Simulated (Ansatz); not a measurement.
InN (wurtzite, space group No. 186) at seven volumes, DFT-PBE in the program Ansatz with PAW potentials, shape and atoms relaxed at each. One row is withheld.

| V (Å³/atom) | P (GPa) |
|---|---|
| 14.619 | 14.29 |
| 15.101 | 8.69 |
| 15.583 | 3.97 |
| 16.065 | 0.00 |
| 16.547 | -3.36 |
| 17.029 | ? |
| 17.511 | -8.55 |

### Question
Fit the shown pressures and predict the withheld one.

### Answer
P = (3/2)B₀(x^(7/2) − x^(5/2))[1 + (3/4)(B′ − 4)(x − 1)] with x = (V₀/V)^(2/3). Least squares on the six rows gives V₀ = 16.065 Å³/atom, B₀ = 121 GPa, B′ = 4.69. At V = 17.029, x = 0.9619 and P = -6.15 GPa. The run itself gave -6.18 GPa.

Space group P6_3mc (wurtzite). The cell was relaxed with PBE under the symmetry of its start; of distortions, only those at the zone centre were tested.

Potentials: the later of the program's two PAW sets.
